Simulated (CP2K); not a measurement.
The system is B.

```
CELL_PARAMETERS angstrom
1.62456 0.00000 0.00000
0.00000 2.86615 0.00000
0.00000 0.00000 3.91440
ATOMIC_POSITIONS crystal
B 0.00000 0.50000 0.60926
B 0.50000 0.00000 0.39074
```

The cell was built by a generator and needn't be a form met in nature.

| Property | Result |
| --- | --- |
| Program | CP2K 2026.2 |
| Task | single point |
| Functional | PBE |
| Potentials or basis | POTENTIAL_UZH B GTH-PBE-q3; TZVP-MOLOPT-PBE-GTH basis |
| Density cutoff | 6123 eV |
| k mesh | 16 × 9 × 7 |
| Occupations | fermi-dirac, width 0.05 eV |
| Spin | no spin polarisation |

On this cell: pressure -0.7 GPa; largest force 0.009 eV/Å; band gap on the k mesh none (metal or under the smearing width).

The same run follows on a disturbed copy (atoms moved at random, drawn with an rms of 0.05 Å):

```
B
1.0
     1.62456    0.00000    0.00000
     0.00000    2.86615    0.00000
     0.00000    0.00000    3.91440
B
2
Direct
  0.99998 0.51209 0.61590
  0.51403 0.00547 0.39753
```

Task: What does the disturbed cell give?

Result: The energy (extrapolated to zero smearing) moves by +2.0 meV/atom; pressure -0.6 GPa; largest force 0.273 eV/Å; band gap on the k mesh none (metal or under the smearing width).

Forces in eV/Å, atoms in the order of the input:
```
B    0.224 -0.155  0.019
B   -0.224  0.155 -0.020
```

Stress tensor (GPa, compression positive):
```
-3.25 -0.14  1.67
-0.14  1.59 -1.17
 1.67 -1.17 -0.25
```

Caveats: the basis of atomic orbitals isn't converged, which shifts pressures, moduli and gaps; this functional lacks dispersion, which binds the layers, so the pressure and a relaxed spacing across them are unreliable (some runs).
